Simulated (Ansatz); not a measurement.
# Structure optimisation: tellurium, dhcp

All numbers below come from Ansatz 0.2.0, DFT, RPBE, plane waves (420 eV) with PAW, scalar-relativistic. (PAW data from PBE, frozen cores regenerated.)

k-point mesh 11×11×3, Fermi-Dirac smearing 0.1 eV, no spin polarisation. Cell and atoms relax.

Starting structure:

```yaml
crystal:
  lattice:
    - [3.4420649897, 0.0, 0.0]
    - [-1.7210324948, 2.9809157225, 0.0]
    - [0.0, 0.0, 11.2417842562]
  atoms:
    - { symbol: Te, position: [0.0, 0.0, 0.0] }
    - { symbol: Te, position: [0.0, 0.0, 0.5] }
    - { symbol: Te, position: [0.3333333333, 0.6666666667, 0.25] }
    - { symbol: Te, position: [0.6666666667, 0.3333333333, 0.75] }
hamiltonian:
  xc: rpbe
  pseudopotentials:
    kind: paw
    azcp:
      Te: "pseudopotentials/Te.paw.azcp"
basis:
  ecutwfc: 420
  fft_grid_basis: typed
kpoints:
  mp_grid: { grid: [11, 11, 3], shift: [0, 0, 0] }
magnetization:
  spin_polarized: false
scf:
  occupations: { method: fermi_dirac, width: 0.1 }
relax:
  max_steps: 60
  f_tol: 0.01
  cell: {}
```

Q: What cell does the relaxation end in?

A: P6_3/mmc with a = 4.319 Å, c = 8.303 Å (c/a = 1.922); 33.53 Å³ per atom against 28.84 at the start (16.3 %).

The cell has left the dhcp structure type; it ends in P6_3/mmc.

Q: How much energy does the relaxation gain?

A: 287.0 meV per atom.
